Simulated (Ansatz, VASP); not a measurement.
## Ti (free-standing triangular Ti monolayer, spacing 2.603 A): VASP beside Ansatz

One calculation is typed for both programs; each brings its own data sets. How far apart do they land? The cell is taken from a series of runs on this material, whose earlier steps may have relaxed, scaled, displaced or heated it; both programs get it as it stands.

Calculated with Ansatz 0.2.0; plane waves, with VASP 6.6.1 beside it; single point at PBE.

## Step 1: Set-up

The cell holds 1 atom: 1 Ti. Cell: a = 2.428 Å, b = 2.428 Å, c = 14.000 Å, α = 90.0°, β = 90.0°, γ = 120.0°. As first built, before any earlier steps moved the atoms (in the runner's words): model lattice. Vacuum lies along c.

## Step 2: Ansatz: single point, PBE, pair 1

Ansatz runs on its PAW soft_1 files.

A single point gives forces, pressure and levels at one fixed geometry, so differences don't come from the geometry; what else differs is listed under the comparison.

input.yaml

```yaml
crystal:
  lattice:
    - [2.42791677, 0.0, 0.0]
    - [-1.21395838, 2.10263748, 0.0]
    - [0.0, 0.0, 14.0]
  atoms:
    - { symbol: Ti, position: [0.0, 0.0, 0.5], spin: 1.0 }
magnetization:
  spin_polarized: true
kpoints:
  mp_grid: { grid: [26, 26, 1] }
hamiltonian:
  xc: pbe
  pseudopotentials: { kind: paw, azcp: { folder: soft_1 } }
scf:
  occupations: { method: fermi_dirac, width: 0.05 }
  max_iter: 120
  convergence: { dr2_threshold: 1.0e-08 }
  lower_state_search: "off"
basis:
  ecutwfc: 420.0
output:
  stress: true
```

Command:

```sh
> ansatz run input.yaml --threads 1 --pin off --max-ram 2560MiB --backend cpu --events-out ev --progress --plain --runs-dir out
```

Numbers of over 12 decimals in the logs are rounded to 6 here.

The program printed:

```text
Warning: crystal.lattice misses the space group found at crystal.symmetry.tolerance 1.0e-5 in a digit that the deck types, which is why this is a warning: making the lattice exact moves one of its numbers by a whole unit of that number's last typed decimal, or more. The operation that it misses by the most changes a squared length by the fraction 1.02e-7. The run uses the lattice that is a stretch of the typed one, w [...]
Warning: output.stress: scf.convergence.dr2_threshold = 1e-8 eV is looser than the 1e-10 eV advised for a printed stress (1e-10 eV for each atom of the cell: 1). What an SCF threshold leaves in a stress goes as its square root, and in the free energy as the threshold itself, and one threshold admits the most on a small cell: [figures from the program's tests cut] Set scf.convergence.dr2_threshold to 1e-10 eV or tighter. The threshold is an SCF's pass mark: one that does not reach it within its budget of iterations ends unconverged, or closes short of it on a stop that the run arms, and scf.convergence.dr2_threshold's page says what that costs each kind of run
Engine: ansatz 0.2.0, aarch64-unknown-linux-gnu
Pseudopotentials: kind: paw
Pseudopotential: Ti, paw, valence charge 12, recommended cutoff 420 eV (normal), soft_1/Ti.paw.azcp
Functional definition: PBE
  parameter kappa = 0.804
  parameter beta = 0.066725
  exchange = pbe_x(kappa = kappa, mu = beta*pi^2/3)
  correlation = pbe_c(beta = beta)
Crystal: 1 atoms, lattice volume = 71.470 Å³
Basis set: ecut = 420 eV, 1361 PW (Γ)
Bands: 11, of which v1, the nominal top of the filled ones, is band 6 counted from 1 (5 counted from 0)
Symmetry: 24 space group operations
Space group: P6/mmm (ITA 191), of the structure as read, at distance tolerance 4.1e-5 Å
Magnetic group: BNS 191.233 (UNI 1463), of the structure as read, at distance tolerance 4.1e-5 Å
k-points: 70 of 676
Non-local potential: Ti, projectors of the file, l = 0: 3, l = 1: 2, l = 2: 3, l = 3: 1
PAW form: soft (Blöchl's): semilocal exchange-correlation on the pseudo side does not see the compensation charge
PAW one-centre angular grid: Ti, 590 points (default); XC on 64 Gauss nodes
Initial density: superposition of atomic densities (neutral atoms: chi_scale 0, normalization atom)
Starting moments: Σ|m| = 1 μB on 1 of 1 site
Initial wavefunctions: pseudopotential atomic-orbital guess
Functional: x = pbe(κ = 0.804, μ = 0.219515), c = pbe(β = 0.066725)
SCF iter   1: F=—  HF=-2498.640095 eV  |F-HF|=—  |Δ(HF+E_count)|=         —  Δρ=3.77e-2 (↑2.38e-2 ↓3.77e-2)  dr2=4.32e0  dr2_m=3.22e-1  M=0.470 μB ∫|m|=0.470 μB  β_m=0.30  ethr=3.10e-3  ⟨swp⟩=7.4  Hψ=10961  notcnv=0
preconditioner: auto → LDOS  [metal: Δε(μ)=0.053 eV  Ē_g=5.651 eV  σ=0.050 eV  W_gap=0.26  n_scr=8 (ndim 8)  ℏωp=8.8 eV  f_vac=0.615  D(μ)=1.28/eV (n_scr^D=8)]
spin=Collinear: LDOS preconditioning applied to the charge; magnetization (m = ρ↑ − ρ↓) channel mixes plain (no charge-response kernel on spin).
SCF iter   2: F=—  HF=-2497.958373 eV  |F-HF|=—  |Δ(HF+E_count)|=   6.82e-1  Δρ=2.70e-2 (↑1.66e-2 ↓2.70e-2)  dr2=2.03e0  dr2_m=2.05e-1  M=0.408 μB ∫|m|=0.408 μB  β_m=0.30  ethr=3.10e-3  ⟨swp⟩=2.1  Hψ=3291  notcnv=0  defer=50
SCF iter   3: F=—  HF=-2497.444605 eV  |F-HF|=—  |Δ(HF+E_count)|=   5.14e-1  Δρ=1.80e-2 (↑1.80e-2 ↓1.39e-2)  dr2=8.47e-2  dr2_m=1.38e-1  M=0.387 μB ∫|m|=0.387 μB  β_m=0.30  ethr=3.10e-3  ⟨swp⟩=4.2  Hψ=3536  notcnv=0  defer=50
SCF iter   4: F=—  HF=-2497.494144 eV  |F-HF|=—  |Δ(HF+E_count)|=   4.95e-2  Δρ=1.39e-2 (↑9.24e-3 ↓1.39e-2)  dr2=1.49e-1  dr2_m=8.32e-2  M=0.316 μB ∫|m|=0.316 μB  β_m=0.30  ethr=7.06e-4  ⟨swp⟩=3.8  Hψ=3981  notcnv=0  defer=54
SCF iter   5: F=—  HF=-2497.480388 eV  |F-HF|=—  |Δ(HF+E_count)|=   1.38e-2  Δρ=9.18e-3 (↑7.59e-3 ↓9.18e-3)  dr2=9.70e-3  dr2_m=4.54e-2  M=0.325 μB ∫|m|=0.325 μB  β_m=0.30  ethr=7.06e-4  ⟨swp⟩=2.2  Hψ=2320  notcnv=0  defer=54
SCF iter   6: F=—  HF=-2497.487596 eV  |F-HF|=—  |Δ(HF+E_count)|=   7.21e-3  Δρ=6.86e-3 (↑6.14e-3 ↓6.86e-3)  dr2=2.39e-3  dr2_m=2.74e-2  M=0.311 μB ∫|m|=0.311 μB  β_m=0.30  ethr=8.08e-5  ⟨swp⟩=1.9  Hψ=2060  notcnv=0  defer=56
SCF iter   7: F=—  HF=-2497.492253 eV  |F-HF|=—  |Δ(HF+E_count)|=   4.66e-3  Δρ=5.37e-3 (↑5.37e-3 ↓4.71e-3)  dr2=1.26e-3  dr2_m=1.66e-2  M=0.303 μB ∫|m|=0.303 μB  β_m=0.30  ethr=1.99e-5  ⟨swp⟩=2.3  Hψ=2514  notcnv=0  defer=56
Mixer restart at iter 7: flushing history
spin-set hold released at iteration 7 (site moments contracting): the magnetisation degrees of freedom join the quasi-Newton model from the next iteration; the mixer history was flushed
SCF iter   8: F=—  HF=-2497.494937 eV  |F-HF|=—  |Δ(HF+E_count)|=   2.68e-3  Δρ=4.14e-3 (↑4.14e-3 ↓3.80e-3)  dr2=5.44e-4  dr2_m=1.03e-2  M=0.289 μB ∫|m|=0.289 μB  β_m=0.60  ethr=1.05e-5  ⟨swp⟩=1.6  Hψ=1596  notcnv=0  defer=56
SCF iter   9: F=—  HF=-2497.499754 eV  |F-HF|=—  |Δ(HF+E_count)|=   4.82e-3  Δρ=7.17e-4 (↑7.17e-4 ↓4.32e-4)  dr2=1.37e-4  dr2_m=2.10e-4  M=0.238 μB ∫|m|=0.238 μB  β_m=0.66  ethr=4.53e-6  ⟨swp⟩=3.2  Hψ=3121  notcnv=0  defer=56
[...]
SCF iter  13: F=—  HF=-2497.500070 eV  |F-HF|=—  |Δ(HF+E_count)|=   4.53e-5  Δρ=6.59e-5 (↑4.11e-5 ↓6.59e-5)  dr2=9.05e-6  dr2_m=1.27e-6  M=0.188 μB ∫|m|=0.188 μB  β_m=0.98  ethr=1.70e-8  ⟨swp⟩=3.1  Hψ=2530  notcnv=0  defer=56
SCF iter  14: F=—  HF=-2497.500096 eV  |F-HF|=—  |Δ(HF+E_count)|=   2.59e-5  Δρ=2.70e-5 (↑2.29e-5 ↓2.70e-5)  dr2=1.47e-6  dr2_m=2.43e-7  M=0.169 μB ∫|m|=0.169 μB  β_m=0.99  ethr=1.70e-8  ⟨swp⟩=3.2  Hψ=2737  notcnv=0  defer=56
SCF iter  15: F=—  HF=-2497.500099 eV  |F-HF|=—  |Δ(HF+E_count)|=   3.46e-6  Δρ=8.41e-6 (↑6.68e-6 ↓8.41e-6)  dr2=6.57e-8  dr2_m=2.53e-8  M=0.160 μB ∫|m|=0.160 μB  β_m=0.99  ethr=1.23e-8  ⟨swp⟩=3.1  Hψ=2363  notcnv=0  defer=56
iter 16 did not close the SCF: its close was put off for a magnetic moment that had not settled (scf_convergence_deferred on its scf_iter line)
SCF iter  16: F=-2497.500099 eV  HF=-2497.500099 eV  |F-HF|=6.51e-9  |Δ(HF+E_count)|=   3.10e-7  Δρ=1.74e-6 (↑1.74e-6 ↓1.44e-6)  dr2=3.15e-9  dr2_m=1.13e-9  M=0.158 μB ∫|m|=0.158 μB  β_m=1.00  ethr=8.33e-11  ⟨swp⟩=3.1  Hψ=6250  notcnv=0
iter 17 did not close the SCF: its close was put off for a magnetic moment that had not settled (scf_convergence_deferred on its scf_iter line)
SCF iter  17: F=-2497.500099 eV  HF=-2497.500099 eV  |F-HF|=5.86e-10  |Δ(HF+E_count)|=   2.78e-8  Δρ=4.15e-7 (↑4.15e-7 ↓4.08e-7)  dr2=2.78e-11  dr2_m=1.03e-10  M=0.157 μB ∫|m|=0.157 μB  β_m=1.00  ethr=2.63e-11  ⟨swp⟩=2.2  Hψ=5418  notcnv=0
iter 18 did not close the SCF: its close was put off for a magnetic moment that had not settled (scf_convergence_deferred on its scf_iter line)
SCF iter  18: F=-2497.500099 eV  HF=-2497.500099 eV  |F-HF|=5.37e-11  |Δ(HF+E_count)|=   4.53e-9  Δρ=1.94e-7 (↑1.94e-7 ↓1.67e-7)  dr2=3.55e-11  dr2_m=1.77e-11  M=0.157 μB ∫|m|=0.157 μB  β_m=1.00  ethr=1.00e-12  ⟨swp⟩=1.4  Hψ=5038  notcnv=0
SCF iter  19: F=-2497.500099 eV  HF=-2497.500099 eV  |F-HF|=7.73e-12  |Δ(HF+E_count)|=  9.99e-10  Δρ=8.09e-8 (↑8.09e-8 ↓4.88e-8)  dr2=1.56e-11  dr2_m=1.19e-12  M=0.157 μB ∫|m|=0.157 μB  ethr=1.00e-12  ⟨swp⟩=1.3  Hψ=5092  notcnv=0
SCF 1 converged in 19 iterations: F = -2497.500099 eV  dr2 = 1.56e-11
  greatest PAW one-centre occupation: 0.999 electrons in one spin orbital (limit 2), on the Ti atom at site 0 (counted from 0), in its partial waves of l = 0
SCF converged after 19 iterations
Magnetization: 0.1569 μB (6.0784 up, 5.9216 down)
Absolute magnetization: 0.1569 μB (∫|ρ↑−ρ↓|, with the PAW one-centre terms)
Spin contamination: 0.0019 ħ² per cell (⟨S²⟩ above its minimum at these occupations)
Per-site moments (μB) at R_I (Å): [(0.051276, 1.001516)]
Free energy (F): -2497.500099 eV
Harris-Foulkes:  -2497.500099 eV  (|F-HF|=7.73e-12)
Internal energy: -2497.482798 eV  (E = F + TS)
E sigma→0 (E₀):  -2497.491449 eV
Entropy (-TS):   -0.017302 eV (-17.302 meV/atom)
Fermi energy:    -0.361453 eV
--- Per-component energies (eV) ---
  E_band       = -313.572693
  E_kinetic    = 290.101223
  E_local      = -5393.593393  (includes V_loc(G=0)·N_el)
  E_nonlocal   = 64.376918
  E_hartree    = 2525.563105
  E_xc         = -116.892959
  E_vxc        = -146.461531  (∫ρ·V_xc dr)
  E_paw        = -1045.250543  (= ΣΔE_a)
  E_vpaw       = -179.121740  (= ΣTr[D̂ρ^β])
  E_aug_tail   = -0.000078  (compensation charges beyond the density's cutoff)
  E_ewald      = 1178.212930
  E_smearing   = -0.017302  (= −TS)
  E_closure    = -0.000000  (closes the sum)
  Σ components = -2497.500099   (vs F -2497.500099, Δ=0.00e0)
--- Stress (GPa, compression-positive) ---
        7.147139       0.000000       0.000000
        0.000000       7.147139      -0.000000
        0.000000      -0.000000      -0.000502
  P = ⅓ Tr σ = 4.7646 GPa (47.646 kbar)
```

The column dr2 measures how far the density is from self-consistency, as an energy; F and HF (Harris–Foulkes) agree once it is small.

## Step 3: VASP: single point, PBE, pair 1

The same cell, functional, mesh and smearing now go to VASP, with its own data sets.

Lines of VASP's logs that name or quote its potential files are left out, and so is its time.

INCAR

```
SYSTEM = Ti
PREC = Accurate
ENCUT = 500
EDIFF = 1E-06
NELM = 200
ISMEAR = -1
SIGMA = 0.05
LREAL = .FALSE.
ALGO = Normal
GGA = PE
NBANDS = 13
ISPIN = 2
MAGMOM = 0.05
LASPH = .TRUE.
LMAXMIX = 4
LORBIT = 11
LWAVE = .FALSE.
LCHARG = .FALSE.
ISIF = 2
GGA_COMPAT = .FALSE.
KPAR = 2
```

POSCAR

```
Ti
1.0
    2.4279167700      0.0000000000      0.0000000000
   -1.2139583800      2.1026374800      0.0000000000
    0.0000000000      0.0000000000     14.0000000000
Ti
1
Direct
    0.0000000000      0.0000000000      0.5000000000
```

KPOINTS

```
Automatic mesh
0
Gamma
26 26 1
0 0 0
```

PAW data sets: Ti_sv (PBE family, release 64).

Command:

```sh
> mpirun -np 2 vasp_std
```

The program printed:

```text
[banner, memory and clock lines left out]
running    2 mpi-ranks, on    1 nodes
 distrk:  each k-point on    1 cores,    2 groups
 distr:  one band on    1 cores,    1 groups

 POSCAR found type information on POSCAR Ti
 POSCAR found :  1 types and       1 ions
 LDA part: xc-table for (Slater+PW92), standard interpolation
 POSCAR, INCAR and KPOINTS ok, starting setup
 FFT: planning ... GRIDC
 FFT: planning ... GRID_SOFT
 FFT: planning ... GRID
 WAVECAR not read
 entering main loop
       N       E                     dE             d eps       ncg     rms          rms(c)
DAV:   1     0.977413816892E+02    0.97741E+02   -0.65530E+03  3928   0.763E+02
DAV:   2     0.501130929793E+01   -0.92730E+02   -0.87102E+02  4019   0.241E+02
DAV:   3    -0.570930366222E+01   -0.10721E+02   -0.10241E+02  6625   0.677E+01
DAV:   4    -0.603020375131E+01   -0.32090E+00   -0.32047E+00  4088   0.120E+01
DAV:   5    -0.604000532845E+01   -0.98016E-02   -0.98011E-02  4878   0.186E+00    0.960E+00
DAV:   6    -0.575499291344E+01    0.28501E+00   -0.41050E-01  3965   0.639E+00    0.468E+00
DAV:   7    -0.568055099084E+01    0.74442E-01   -0.31864E-01  4260   0.531E+00    0.859E-01
DAV:   8    -0.567945749543E+01    0.10935E-02   -0.16047E-02  4598   0.111E+00    0.519E-01
DAV:   9    -0.567728016953E+01    0.21773E-02   -0.24152E-03  4520   0.457E-01    0.153E-01
DAV:  10    -0.567628030743E+01    0.99986E-03   -0.32384E-04  4497   0.142E-01    0.775E-02
DAV:  11    -0.567519727946E+01    0.10830E-02   -0.83335E-04  4888   0.207E-01    0.504E-02
DAV:  12    -0.567520334913E+01   -0.60697E-05   -0.33095E-04  4242   0.125E-01    0.279E-02
DAV:  13    -0.567528935793E+01   -0.86009E-04   -0.21037E-04  3871   0.753E-02    0.155E-02
DAV:  14    -0.567549964603E+01   -0.21029E-03   -0.36177E-05  4146   0.285E-02    0.131E-02
DAV:  15    -0.567575280980E+01   -0.25316E-03   -0.64481E-05  4786   0.246E-02    0.778E-03
DAV:  16    -0.567595083601E+01   -0.19803E-03   -0.26035E-05  4080   0.160E-02    0.383E-03
DAV:  17    -0.567606529365E+01   -0.11446E-03   -0.16557E-05  3747   0.109E-02    0.260E-03
DAV:  18    -0.567610596786E+01   -0.40674E-04   -0.41772E-06  4296   0.562E-03    0.153E-03
DAV:  19    -0.567611113724E+01   -0.51694E-05   -0.62218E-07  3407   0.177E-03    0.128E-03
DAV:  20    -0.567611127472E+01   -0.13748E-06   -0.14895E-08  3105   0.578E-04
   1 F= -.56761113E+01 E0= -.56672501E+01  d E =-.177224E-01  mag=     0.0327
```

Parts of OUTCAR (step 3):

```text
ion  position               nearest neighbor table
   1  0.000  0.000  0.500-

  LATTYP: Found a hexagonal cell.
 ALAT       =     2.4279167700
 C/A-ratio  =     5.7662602660

 Subroutine GETGRP returns: Found 24 space group operations
 (whereof 24 operations were pure point group operations)

The static configuration has the point symmetry D_6h.

 Found     70 irreducible k-points:

   k-points           NKPTS =     70   k-points in BZ     NKDIM =     70   number of bands    NBANDS=     13

   dimension x,y,z NGX =    18 NGY =   18 NGZ =  108
   dimension x,y,z NGXF=    36 NGYF=   36 NGZF=  216

   ENCUT  =  500.0 eV  36.75 Ry    6.06 a.u.   4.43  4.43 25.53*2*pi/ulx,y,z

   NELECT =      12.0000    total number of electrons

 k-points in reciprocal lattice and weights: Automatic mesh
   0.00000000  0.00000000  0.00000000       0.001
   0.03846154  0.00000000  0.00000000       0.009
   0.07692308  0.00000000  0.00000000       0.009
   0.11538462  0.00000000  0.00000000       0.009
   0.15384615  0.00000000  0.00000000       0.009
   0.19230769  0.00000000  0.00000000       0.009
   0.23076923  0.00000000  0.00000000       0.009
   0.26923077  0.00000000  0.00000000       0.009
   0.30769231  0.00000000  0.00000000       0.009
[...]
0.30769231  0.30769231  0.00000000       0.009
   0.34615385  0.30769231  0.00000000       0.009

 average (electrostatic) potential at core
       1 -81.2269

 E-fermi :  -1.5183

 spin component 1
 k-point     1 :       0.0000    0.0000    0.0000
  band No.  band energies     occupation
    ...
      2     -33.9256      1.00000
      3     -32.6854      1.00000
      4     -32.6854      1.00000
      5      -5.5047      1.00000
      6      -2.2422      1.00000
      7      -1.3944      0.07735
      8       0.0501      0.00000
      9       0.0501      0.00000
     10       2.5560      0.00000
     11       3.1917      0.00000
    ...

 k-point     2 :       0.0385    0.0000    0.0000
  band No.  band energies     occupation
    ...
      2     -33.9194      1.00000
      3     -32.7226      1.00000
      4     -32.6933      1.00000
      5      -5.4294      1.00000
      6      -2.2007      1.00000
      7      -1.3923      0.07446
      8      -0.0092      0.00000
      9       0.1064      0.00000
     10       2.6045      0.00000
     11       3.0249      0.00000
    ...

 k-point     3 :       0.0769    0.0000    0.0000
  band No.  band energies     occupation
    ...
      2     -33.9013      1.00000
      3     -32.8316      1.00000
      4     -32.7164      1.00000
      5      -5.2091      1.00000
      6      -2.0787      0.99999
      7      -1.3921      0.07418
      8      -0.1738      0.00000
      9       0.2737      0.00000
     10       2.7500      0.00000
     11       2.8104      0.00000
    ...

 k-point     4 :       0.1154    0.0000    0.0000
  band No.  band energies     occupation
    ...
      2     -33.8723      1.00000
      3     -33.0043      1.00000
      4     -32.7534      1.00000
      5      -4.8619      1.00000
      6      -1.8870      0.99937
      7      -1.4104      0.10356
      8      -0.4028      0.00000
      9       0.5470      0.00000
     10       2.6518      0.00000
     11       2.9923      0.00000
    ...

 k-point     5 :       0.1538    0.0000    0.0000
  band No.  band energies     occupation
    ...
      2     -33.8338      1.00000
      3     -33.2286      1.00000
      4     -32.8017      1.00000
      5      -4.4224      1.00000
      6      -1.6615      0.94596
      7      -1.4689      0.27125
      8      -0.6125      0.00000
      9       0.9177      0.00000
     10       2.5955      0.00000
     11       2.9546      0.00000
    ...

 k-point     6 :       0.1923    0.0000    0.0000
  band No.  band energies     occupation
    ...
      2     -33.7880      1.00000
      3     -33.4894      1.00000
      4     -32.8584      1.00000
      5      -3.9555      1.00000
      6      -1.5834      0.78614
      7      -1.5009      0.41345
      8      -0.6317      0.00000
      9       1.3734      0.00000
     10       2.6779      0.00000
     11       2.8408      0.00000
    ...

  Total        3.2056401      3.2056397     -0.0117033      0.0000000     -0.0000000     -0.0000000
  in kB       71.8619684     71.8619601     -0.2623580      0.0000002     -0.0000000     -0.0000000
  external PRESSURE =      47.8205235 kB  Pullay stress =       0.0000000 kB

  energy-cutoff  :      500.00
  volume of cell :       71.47
      direct lattice vectors                 reciprocal lattice vectors
     2.427916770  0.000000000  0.000000000     0.411875733  0.237796578  0.000000000
    -1.213958380  2.102637480  0.000000000     0.000000000  0.475593158  0.000000000
     0.000000000  0.000000000 14.000000000     0.000000000  0.000000000  0.071428571

 POSITION                                       TOTAL-FORCE (eV/Angst)
 -----------------------------------------------------------------------------------
      0.00000      0.00000      7.00000         0.000000      0.000000      0.000000
 -----------------------------------------------------------------------------------
    total drift:                                0.000000      0.000000      0.000000

  FREE ENERGIE OF THE ION-ELECTRON SYSTEM (eV)
  ---------------------------------------------------
  free  energy   TOTEN  =        -5.6761112747 eV

  energy  without entropy=       -5.6583888829  energy(sigma->0) =       -5.66725008

 total charge
# of ion       s       p       d       tot
------------------------------------------
    1        2.287   6.061   2.366  10.714

 magnetization (x)
# of ion       s       p       d       tot
------------------------------------------
    1        0.000   0.003   0.011   0.014

[... 6 further parts left out ...]
```

## Step 4: Side by side

Known differences besides the potentials themselves: VASP starts from the moments at which Ansatz ended; the cutoff is 420 eV in Ansatz and 500 eV in VASP; site moments are counted in spheres of each program's own size. Total energies have different zeros and are not compared.

Both answers:

| quantity | Ansatz | VASP | difference |
| --- | --- | --- | --- |
| pressure (GPa) | 4.76 | 4.78 | -0.02 |
| total moment (μB) | 0.16 | 0.03 | +0.12 |
| moment on Ti1 (μB) | 0.05 | 0.01 | +0.04 |

With vacuum in the cell, a pressure given here is an average over mostly empty space and none of the material.

## Step 5: Ansatz: single point, PBE, pair 2

With cell and atoms fixed, the geometry can't cause a difference; cores, projectors, grids and the points listed under the comparison can.

The cell is taken from a series of runs on this material, whose earlier steps may have relaxed, scaled, displaced or heated it; both programs get it as it stands.

Changes to input.yaml since step 2:

```diff
@@ -6,3 +6,3 @@
   atoms:
-    - { symbol: Ti, position: [0.0, 0.0, 0.5], spin: 1.0 }
+    - { symbol: Ti, position: [0.0, 0.0, 0.5], spin: 0.3 }
 magnetization:
```

Command:

```sh
> ansatz run input.yaml --threads 1 --pin off --max-ram 2560MiB --backend cpu --events-out ev --progress --plain --runs-dir out
```

The program printed:

```text
[...]
Crystal: 1 atoms, lattice volume = 71.470 Å³
Basis set: ecut = 420 eV, 1361 PW (Γ)
Bands: 11, of which v1, the nominal top of the filled ones, is band 6 counted from 1 (5 counted from 0)
Symmetry: 24 space group operations
[...]
k-points: 70 of 676
[...]
Internal energy: -2497.482798 eV  (E = F + TS)
E sigma→0 (E₀):  -2497.491448 eV
Entropy (-TS):   -0.017302 eV (-17.302 meV/atom)
Fermi energy:    -0.361444 eV
[...]
--- Stress (GPa, compression-positive) ---
        7.147143       0.000000       0.000000
        0.000000       7.147143      -0.000000
        0.000000      -0.000000      -0.000494
  P = ⅓ Tr σ = 4.7646 GPa (47.646 kbar)
[key lines of the parts left out:]
SCF converged after 21 iterations
Magnetization: 0.1569 μB (6.0784 up, 5.9216 down)
Free energy (F): -2497.500099 eV
```

(Part 1 of 2 ends here.)

[Lines on the potential files, build, host, timing and source positions are cut from VASP's logs without a mark.]

[Logs are printed without paths, hosts, clocks, repeated set-up lines and the standing remarks that a program may print on its own settings, such as how far it seeks lower states.]

[Hosts, paths, dates, database ids (printed as entryN), source tags and the programs' standing remarks are cut or masked in the printed files.]
